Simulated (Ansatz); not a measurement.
# A point defect in PtSe₂

All numbers below come from Ansatz, DFT PBE, scalar-relativistic, plane waves, PAW. Settings: 420 eV cutoff, 2×2×2 k-mesh, shifted by half a step, Gaussian smearing of 0.01 eV, collinear spin in charge +1 alone.

Host crystal, relaxed:

```
CELL_PARAMETERS angstrom
3.75156 0.00000 0.00000
-1.87578 3.24895 0.00000
0.00000 0.00000 6.50133
ATOMIC_POSITIONS crystal
Pt 0.00000 0.00000 0.00000
Se 0.66667 0.33333 0.79903
Se 0.33333 0.66667 0.20097
```

Supercell of 27 atoms, rows in host cell vectors: -2 -1 1; 1 -1 1; 1 2 1. Atoms relax at the host's cell from a start displaced at random by 0.06 Å near the defect, so other minima may exist. The cell is small, so energies carry finite-size errors of tenths of an eV. The host's Kohn–Sham gap is 0.82 eV. Atoms are taken from and returned to the elements' standard states. Charged cells are corrected for image charges with the computed static dielectric tensor (mean 13.5) and aligned with the host's potential at far atoms (alignment terms reach 0.98 eV). No band-filling term is added, and the Fermi level counts from the host's valence band top.

Spin-orbit coupling is left out, which matters for the bands and energies of heavy elements. Starting moments were lost in some runs.

The defect is an interstitial at (0.250, 0.500, 0.571) of the host cell.

```tsv
charge	E_f at the valence band top (eV)	over the neutral state (eV)	moment (μB)	largest move (Å)	atoms near the site
+2	1.63	0.49	0.00	0.54	1 Se at 2.41 Å, 2 Se at 2.44 Å, 1 Pt at 2.94 Å
+1	1.19	0.06	0.00	0.53	1 Se at 2.39 Å, 2 Se at 2.44 Å, 1 Pt at 2.95 Å
0	1.14	0.00	0.00	0.52	1 Se at 2.35 Å, 2 Se at 2.44 Å, 1 Pt at 2.92 Å
```

Among the charges computed the stable one is 0 at the valence band top and stays so across the gap. In charge +2, +1 the extra carrier would gain by moving to a band edge of the host, so it isn't bound in the gap, though by less than the errors named above. In charge +2, +1 the cell has partly filled bands: a level of the defect may be part filled, the carrier may sit in the host's bands, or levels may cross between the k points, so transitions that involve it are doubtful. Other sites of the defect weren't tried.

Q: Which element is it? Judge by the nearest distance in charge 0 and covalent radii.
A. Re
B. Zr
C. Na
D. Pt
E. K

A: D. The nearest neighbour is Se at 2.35 Å, and the summed covalent radii with Se are 3.23 Å for K, 2.86 Å for Na, 2.56 Å for Pt, 2.71 Å for Re, 2.95 Å for Zr, so Pt fits best. Bonds can miss such sums by a tenth of an ångström or more.

Cost: 4 runs of about 76 core-minutes in all, on Arm Neoverse V2 (shared hosts).